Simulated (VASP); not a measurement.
# Hg in VASP: relaxation of the atoms with optB86b-vdW

Aim: the relaxation of the atoms of Hg with optB86b-vdW.

Program: VASP 6.6.1. These are calculated values, not measurements. Logs are shortened: lines on timing, memory, paths and dates and some standing lists are left out, and cuts for length are marked.

## (1) The cell of the first run

The cell holds a slab with vacuum, 4 atoms: a = 3.321 Å, b = 3.410 Å, c = 23.121 Å, α = 90.00°, β = 90.00°, γ = 115.57°.

The slab is cut from a database's or a generator's crystal, which needn't be the stable form of the element.

## (2) Relaxation of the atoms, optB86b-vdW (the (0 0 1) slab of Hg, cut from the database cell, not relaxed)

Input file INCAR:

```
PREC = Accurate
ENCUT = 520
EDIFF = 1E-7
ISMEAR = 0
SIGMA = 0.05
LREAL = False
LASPH = True
NELM = 100
ALGO = Fast
ISIF = 2
LWAVE = False
LCHARG = False
LDIPOL = True
IDIPOL = 3
DIPOL = 0.5 0.5 0.500
GGA = MK
LUSE_VDW = True
AGGAC = 0.0
PARAM1 = 0.1234
PARAM2 = 1.0
IBRION = 2
NSW = 60
EDIFFG = -0.02
```

Input file KPOINTS:

```
regular mesh
0
Gamma
  9 9 1
```

Input file POSCAR:

```
Hg
1.0
    3.3205578694      0.0000000000      0.0000000000
   -1.4721436807      3.0761348998      0.0000000000
    0.0000000000      0.0000000000     23.1206091033
Hg
4
Selective dynamics
Direct
    0.4899881360      0.4542386535      0.3243859176  F F F
    0.0681903655      0.8651034197      0.4421379029  F F F
    0.4017740427      0.4976125408      0.5578620971  T T T
    0.9799762721      0.9084773070      0.6756140824  T T T
```

Potentials or basis: VASP PAW PBE potentials, release 64 (Hg).

The run is started by

```sh
$ cat potpaw_PBE.64/Hg/POTCAR > POTCAR
$ mpirun -np 1 vasp_std > vasp.out
```

OUTCAR:

```text
PREC = Accurate
   ENCUT = 520
   EDIFF = 1E-7
   ISMEAR = 0
   LREAL = False
   LASPH = True
   NELM = 100
   ISIF = 2
   GGA = MK
   IBRION = 2
   NSW = 60
   EDIFFG = -0.02

 ion  position               nearest neighbor table
   1  0.490  0.454  0.324-   2 3.28   2 3.31   2 3.61
   2  0.068  0.865  0.442-   1 3.28   3 3.31   1 3.31   3 3.34   3 3.35   1 3.61
   3  0.402  0.498  0.558-   4 3.28   2 3.31   4 3.31   2 3.34   2 3.35   4 3.61
   4  0.980  0.908  0.676-   3 3.28   3 3.31   3 3.61

  LATTYP: Found a simple monoclinic cell.
 ALAT       =     3.3205578694
 B/A-ratio  =     6.9628688951
 C/A-ratio  =     1.0270115110
 COS(beta)  =    -0.4316818949

  Lattice vectors:

 A1 = (   3.3205578694,   0.0000000000,   0.0000000000)
 A2 = (   0.0000000000,   0.0000000000, -23.1206091033)
 A3 = (  -1.4721436807,   3.0761348998,   0.0000000000)

Analysis of symmetry for initial positions (statically):
=====================================================================
 Subroutine PRICEL returns:
 Original cell was already a primitive cell.

 Routine SETGRP: Setting up the symmetry group for a
 simple monoclinic supercell.

 Subroutine GETGRP returns: Found  2 space group operations
 (whereof  1 operations were pure point group operations)
 out of a pool of  4 trial point group operations.

The static configuration has the point symmetry C_1 .
 The point group associated with its full space group is S_2 .

Analysis of symmetry for dynamics (positions and initial velocities):
=====================================================================
 Subroutine PRICEL returns:
 Original cell was already a primitive cell.

 Routine SETGRP: Setting up the symmetry group for a
 simple monoclinic supercell.

 Subroutine GETGRP returns: Found  2 space group operations
 (whereof  1 operations were pure point group operations)
 out of a pool of  4 trial point group operations.

The dynamic configuration has the point symmetry C_1 .
 The point group associated with its full space group is S_2 .

Analysis of constrained symmetry for selective dynamics:
=====================================================================
 Subroutine PRICEL returns:
 Original cell was already a primitive cell.

 Routine SETGRP: Setting up the symmetry group for a
 simple monoclinic supercell.

 Subroutine GETGRP returns: Found  1 space group operations
 (whereof  1 operations were pure point group operations)
 out of a pool of  4 trial point group operations.

The constrained configuration has the point symmetry C_1 .

 Subroutine INISYM returns: Found  1 space group operations
 (whereof  1 operations are pure point group operations),
 and found     1 'primitive' translations

----------------------------------------------------------------------------------------

                                     Primitive cell

  volume of cell :     236.1651

  direct lattice vectors                    reciprocal lattice vectors
     3.320557869  0.000000000  0.000000000     0.301154215  0.144123158  0.000000000
    -1.472143681  3.076134900  0.000000000     0.000000000  0.325083273  0.000000000
     0.000000000  0.000000000 23.120609103     0.000000000  0.000000000  0.043251456

  length of vectors
     3.320557869  3.410251155 23.120609103     0.333864263  0.325083273  0.043251456

  position of ions in fractional coordinates (direct lattice)
     0.489988136  0.454238653  0.324385918
     0.068190366  0.865103420  0.442137903
     0.401774043  0.497612541  0.557862097
     0.979976272  0.908477307  0.675614082

  ion indices of the primitive-cell ions
   primitive index   ion index
                 1           1
                 2           2
                 3           3
                 4           4

----------------------------------------------------------------------------------------

 KPOINTS: regular mesh

Automatic generation of k-mesh.
 Grid dimensions read from file:
 generate k-points for:    9    9    1

 Generating k-lattice:

  Cartesian coordinates                     Fractional coordinates (reciprocal lattice)
     0.033461579  0.016013684  0.000000000     0.111111111  0.000000000  0.000000000
     0.000000000  0.036120364  0.000000000     0.000000000  0.111111111  0.000000000
     0.000000000  0.000000000  0.043251456     0.000000000  0.000000000  1.000000000

  Length of vectors
     0.037096029  0.036120364  0.043251456

  Shift w.r.t. Gamma in fractional coordinates (k-lattice)
     0.000000000  0.000000000  0.000000000

 Subroutine IBZKPT returns following result:
 ===========================================

 Found     41 irreducible k-points:

 Following reciprocal coordinates:
            Coordinates               Weight
  0.000000  0.000000  0.000000      1.000000
  0.111111 -0.000000  0.000000      2.000000
  0.222222  0.000000  0.000000      2.000000
  0.333333 -0.000000  0.000000      2.000000
  0.444444  0.000000  0.000000      2.000000
  0.000000  0.111111  0.000000      2.000000
[... 16 lines left out ...]
 -0.111111  0.222222  0.000000      2.000000
  0.000000  0.333333  0.000000      2.000000
 [... further k-points ...]
   k-points           NKPTS =     41   k-points in BZ     NKDIM =     41   number of bands    NBANDS=     28
   number of dos      NEDOS =    301   number of ions     NIONS =      4
   total plane-waves  NPLWV = 141120
   dimension x,y,z NGX =    28 NGY =   28 NGZ =  180
   dimension x,y,z NGXF=    56 NGYF=   56 NGZF=  360
   ions per type =               4
   NGX,Y,Z   is equivalent  to a cutoff of  14.02, 13.65, 12.94 a.u.
   NGXF,Y,Z  is equivalent  to a cutoff of  28.04, 27.30, 25.89 a.u.
 SYSTEM =  unknown system
   PREC   = accura    normal or accurate (medium, high low for compatibility)
   ISTART =      0    job   : 0-new  1-cont  2-samecut
   ICHARG =      2    charge: 1-file 2-atom 10-const
   ISPIN  =      1    spin polarized calculation?
   LNONCOLLINEAR =      F non collinear calculations
   LSORBIT =      F    spin-orbit coupling
   LASPH  =      T    aspherical Exc in radial PAW
   ENCUT  =  520.0 eV  38.22 Ry    6.18 a.u.   6.17  6.34 42.99*2*pi/ulx,y,z
   NELM   =    100;   NELMIN=  2; NELMDL= -5     # of ELM steps
   EDIFF  = 0.1E-06   stopping-criterion for ELM
   LREAL  =      F    real-space projection
   EDIFFG = -.2E-01   stopping-criterion for IOM
   NSW    =     60    number of steps for IOM
   IBRION =      2    ionic relax: 0-MD 1-quasi-New 2-CG
   NFREE  =      1    steps in history (QN), initial steepest desc. (CG)
   ISIF   =      2    stress and relaxation
   ISYM   =      2    0-nonsym 1-usesym 2-fastsym
   POTIM  = 0.5000    time-step for ionic-motion
   TEBEG  =    0.0;   TEEND  =   0.0 temperature during run
   PSTRESS=    0.0 pullay stress
   NELECT =      48.0000    total number of electrons
   NUPDOWN=      -1.0000    fix difference up-down
   EMIN   =  10.00;   EMAX   =-10.00  energy-range for DOS
   EFERMI =   0.00;   METHOD = LEGACY
   ISMEAR =     0;   SIGMA  =   0.05  broadening in eV -4-tet -1-fermi 0-gaus
   EFERMI_NEDOS =   21; number of points for ismear=-14 and -15
   IALGO  =     68    algorithm
   IMIX   =      4    mixing-type and parameters
     AMIX     =   0.40;   BMIX     =  1.00
     AMIX_MAG =   1.60;   BMIX_MAG =  1.00
  volume/ion in A,a.u.               =      59.04       398.43
  Fermi-wavevector in a.u.,A,eV,Ry     =   0.962535  1.818928 12.605447  0.926474
  Thomas-Fermi vector in A             =   2.092003
   LORBIT       =      0    0 simple, 1 ext, 2 COOP (PROOUT), +10 PAW based schemes
   GGA     = MK    functional components
   LHFCALC =     F    Hartree Fock is set to
   AEXX    =    0.0000 exact exchange contribution
   IVDW_NL    =     1    kernel type
   BPARAM     = 6.3000
   IVDW    =     0    specifies the selected vdW correction
   LEPSILON=     F    determine dielectric tensor
   LRPA    =     F    only Hartree local field effects (RPA)
 conjugate gradient relaxation of ions
 non-spin polarized calculation
 RMM-DIIS sequential band-by-band and
 Gauss-broadening in eV      SIGMA  =   0.05
  energy-cutoff  :      520.00
  volume of cell :      236.17
 maximum number of plane-waves:      6407
 NGX is ok and might be reduce to    28
   NGX = 13   NGY = 13   NGZ = 85

--------------------------------------- Ionic step        1  -------------------------------------------

 number of electron      48.0000001 magnetization

 Free energy of the ion-electron system (eV)
  ---------------------------------------------------
  ext. energy  EPLUGINS =         0.00000000
  ---------------------------------------------------
  free energy    TOTEN  =        10.10590714 eV

  energy without entropy =       10.10590725  energy(sigma->0) =       10.10590720

------------------------ aborting loop because EDIFF is reached ----------------------------------------

  FORCE on cell =-STRESS in cart. coord.  units (eV):
  Direction    XX          YY          ZZ          XY          YZ          ZX
  --------------------------------------------------------------------------------------
  -------------------------------------------------------------------------------------
  Total        0.1464196     -0.3740308     -0.0337351     -0.1180780     -0.0048270      0.1420594
  in kB        0.9933310     -2.5374777     -0.2288636     -0.8010576     -0.0327468      0.9637512
  external PRESSURE =      -0.5910034 kB  Pullay stress =       0.0000000 kB
[... 99 lines left out ...]
  FREE ENERGIE OF THE ION-ELECTRON SYSTEM (eV)
  ---------------------------------------------------
  free  energy   TOTEN  =        10.1054176883 eV

  energy  without entropy=       10.1054177809  energy(sigma->0) =       10.10541773

Total vdW correction in eV:      8.8069686

 dipolmoment           0.000000      0.000000      0.000028 electrons x Angstroem

--------------------------------------- Ionic step        4  -------------------------------------------

 number of electron      48.0000001 magnetization

 dipolmoment           0.000000      0.000000     -0.000287 electrons x Angstroem

 Free energy of the ion-electron system (eV)
  ---------------------------------------------------
  ext. energy  EPLUGINS =         0.00000000
  ---------------------------------------------------
  free energy    TOTEN  =        10.10508947 eV

  energy without entropy =       10.10508955  energy(sigma->0) =       10.10508951

 E-fermi :  -1.8742     XC(G=0):  -5.5766

 val. band max:       -2.0314095591   @ k =   0.4444   0.3333   0.0000
 cond. band min:      -1.7232539406   @ k =   0.0000   0.0000   0.0000
 fundamental gap:      0.3081556185
 Fermi energy:        -1.8742460335

 k-point     1 :       0.0000    0.0000    0.0000
  band No.  band energies     occupation
      1      -9.2370      2.00000
      2      -8.7714      2.00000
      3      -8.5361      2.00000
      4      -8.5169      2.00000
      5      -8.3184      2.00000
      6      -8.2727      2.00000
[... 733 lines left out ...]
     27       1.0268      0.00000
     28       1.8993      0.00000

 [... further k-points ...]

------------------------ aborting loop because EDIFF is reached ----------------------------------------

 vacuum level on the upper side and lower side of the slab       (xc-potential included)        -0.795        -0.825

  FORCE on cell =-STRESS in cart. coord.  units (eV):
  Direction    XX          YY          ZZ          XY          YZ          ZX
  --------------------------------------------------------------------------------------
  -------------------------------------------------------------------------------------
  Total        0.1457980     -0.3798458     -0.0545013     -0.1299004     -0.0063687      0.1340619
  in kB        0.9891139     -2.5769274     -0.3697447     -0.8812625     -0.0432065      0.9094945
  external PRESSURE =      -0.6525194 kB  Pullay stress =       0.0000000 kB

 VOLUME and BASIS-vectors are now :
 -----------------------------------------------------------------------------
  energy-cutoff  :      520.00
  volume of cell :      236.17
      direct lattice vectors                 reciprocal lattice vectors
     3.320557869  0.000000000  0.000000000     0.301154215  0.144123158  0.000000000
    -1.472143681  3.076134900  0.000000000     0.000000000  0.325083273  0.000000000
     0.000000000  0.000000000 23.120609103     0.000000000  0.000000000  0.043251456
[... 10 lines left out ...]
  FREE ENERGIE OF THE ION-ELECTRON SYSTEM (eV)
  ---------------------------------------------------
  free  energy   TOTEN  =        10.1050894673 eV

  energy  without entropy=       10.1050895454  energy(sigma->0) =       10.10508951

Total vdW correction in eV:      8.8084362

 reached required accuracy - stopping structural energy minimisation

 vacuum level on the upper side and lower side of the slab         1.917         1.895
```

It took 20 min on 1 thread of Intel Xeon Platinum 8488C (Sapphire Rapids), shared host; peak memory 1.1 GiB.

What came out:

```yaml
Free_energy: 10.1051 eV
Energy_gained_by_relaxing: 0.2 meV/atom
Ionic_steps: 4
Band_gap_on_the_k_mesh: 0.31 eV, indirect (least direct gap 0.81 eV)
```

The path:
| step | energy change (eV) | largest force (eV/Å) | pressure (GPa) |
| --- | --- | --- | --- |
| 1 | 0.0000 | 0.0488 | -0.06 |
| 2 | -0.0001 | 0.0465 | -0.06 |
| 3 | -0.0005 | 0.0398 | -0.06 |
| 4 | -0.0008 | 0.0266 | -0.07 |

Final structure:
```
Hg
1.0
     3.32056    0.00000    0.00000
    -1.47214    3.07613    0.00000
     0.00000    0.00000   23.12061
Hg
4
Direct
  0.48999 0.45424 0.32439
  0.06819 0.86510 0.44214
  0.40081 0.49690 0.55685
  0.98281 0.90863 0.67602
```

Caveat: the PAW data sets were made with another functional, which shifts forces and pressure a little; spin-orbit coupling is left out, which moves the levels of the heavy elements.
